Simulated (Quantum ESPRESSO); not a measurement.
CoO under changes of volume

One of the cells (9.584 Å³/atom); the others are scaled copies at fixed shape and fractional positions:

```
Co O
1.0
    -1.50800    1.50800    2.10725
     1.50800   -1.50800    2.10725
     1.50800    1.50800   -2.10725
Co O
1 1
Cartesian
  0.0000 0.0000 0.0000
  0.0000 0.0000 2.1072
```

```yaml
Program: Quantum ESPRESSO 7.5
Functional: PBEsol
Potentials_or_basis: GBRV 1.5 PBEsol
Cutoff: 762 eV
Density_cutoff: 6095 eV
k_mesh: 12 × 12 × 12
Occupations: fermi-dirac, width 0.05 eV
Spin: collinear spin, ferromagnetic start
Starting_moments: "[2.0, 0.0] μB"
```

```csv
volume (Å³/atom),energy over the lowest point (meV/atom),pressure (GPa),moment (μB per cell)
9.009,1.04,2.6,2.89
9.201,0.00,-1.5,2.95
9.392,3.78,-5.3,2.97
9.584,12.09,-8.9,2.99
9.776,24.57,-12.2,3.00
9.967,?,?,?
10.159,60.44,-17.7,3.00
```

Task: What does the run at 9.967 Å³/atom give?

Result: Energy over the lowest point 40.82 meV/atom; pressure -15.1 GPa; moment 3.00 μB per cell.

Worked out: A Birch-Murnaghan fit of order 3 (a polynomial in V^(-2/3)) to the other rows has its minimum at 9.14 Å³/atom with B0 = V·E''(V) = 199 GPa and B' = 3.0 at fixed shape and positions, which overstates the stiffness. It gives 40.71 meV/atom at 9.967 Å³/atom, against the run's 40.82, and -dE/dV = -15.0 GPa, against -15.1. A parabola through the other rows of the moment, of slope -0.0163 μB per Å³/atom there, gives 3.01 μB, against the run's 3.00.

Energies are extrapolated to zero smearing.

Caveats: a cell with one magnetic atom can't hold antiferromagnetic order, which such compounds often take.
